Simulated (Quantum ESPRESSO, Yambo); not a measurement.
An input for Yambo 5.3.0 (AlN (F-43m)):

```
optics
bss
bse
em1s
dipoles
rim_cut
RandQpts= 1000000
RandGvec= 1 RL
Chimod= "HARTREE"
BSKmod= "SEX"
BSEmod= "resonant"
BSSmod= "d"
BSENGexx= 30 Ry
BSENGBlk= 6 Ry
% BSEQptR
 1 | 1 |
%
% BSEBands
 2 | 9 |
%
% BEnRange
 0 | 9 | eV
%
% BDmRange
 0.1 | 0.1 | eV
%
BEnSteps= 181
% BLongDir
 1 | 0 | 0 |
%
% BndsRnXs
 1 | 25 |
%
NGsBlkXs= 6 Ry
% LongDrXs
 1 | 1 | 1 |
%
KfnQPdb= "E < ./gw1/ndb.QP"
WRbsWF
```

```sh
OMP_NUM_THREADS=1 mpirun -n 4 yambo -F bse4.in -J bse4,bse3_W -C bse4 > bse4.log
```

The stored states that it reads are on a 6×6×6 mesh. It takes space group F-43m (No. 216, cubic). Conventional cell: a = 4.368 Å, b = 4.368 Å, c = 4.368 Å, α = 90.00°, β = 90.00°, γ = 90.00°. Al has 4 N at 1.89 Å nearest. N has 4 Al at 1.89 Å nearest. Farther neighbours and most contacts between anions are not listed.

**Question.** How long will it take on 4 MPI ranks of Arm Neoverse V1, shared host, and how much memory?

It took 2 min; on shared hardware allow 60 s to 4 min. Peak host memory was 1.7 GiB.

The kernel grows as the square of the matrix size, and full diagonalisation as its cube.

[Paths, hosts, dates, memory and timing lines, banners, echoed tables and standing remarks are left out of the program output.]

[Logs are printed without paths, hosts, clocks, repeated set-up lines and the standing remarks that a program may print on its own settings, such as how far it seeks lower states.]

[Runs of the session that timed out or met a known fault of the program may be left out.]

[Hosts, paths, dates, database ids (printed as entryN), source tags and the programs' standing remarks are cut or masked in the printed files.]
